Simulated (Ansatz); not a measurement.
Crystal: MnO.

```xyz
2
Lattice="0.0000 2.2239 2.2239 2.2239 0.0000 2.2239 2.2239 2.2239 0.0000" Properties=species:S:1:pos:R:3 pbc="T T T"
Mn    0.0000    0.0000    0.0000
O     2.2239    2.2239    2.2239
```

The cell is a database's computed one.

Base run:

| Quantity | Value |
| --- | --- |
| Program | Ansatz 0.2.0 |
| Functional | PBEsol |
| Potentials or basis | all-electron LAPW, scalar-relativistic |
| Cutoff | 324 eV |
| Density cutoff | 1296 eV |
| Basis error allowed | 0.001 eV/atom |
| k mesh | 10 × 10 × 10 |
| Occupations | fermi-dirac, width 0.05 eV |
| Spin | collinear spin, ferromagnetic start |
| Starting moments | [4.0, 0.0] μB |
| Hubbard terms | Mn d U = 6 eV |

Its results: pressure 5.2 GPa; net moment 5.00 μB per cell; site moments Mn +4.60; O +0.14 μB.

After a change of settings the same cell gave: pressure -7.1 GPa; net moment 4.77 μB per cell; site moments Mn +4.31; O +0.23 μB. Which change was it?
A. functional from PBEsol to PBE; hubbard terms from Mn d U = 6 eV to none
B. hubbard terms from Mn d U = 6 eV to none
C. hubbard terms from Mn d U = 6 eV to Mn d U = 4 eV
D. functional from PBEsol to LDA; hubbard terms from Mn d U = 6 eV to none

B.

Caveats: a cell with one magnetic atom can't hold antiferromagnetic order, which such compounds often take; the magnetic state may not be the lowest (some runs); U is the effective U less J, on atomic orbitals that reach past the spheres (some runs).

Not every run made on this cell is shown here.
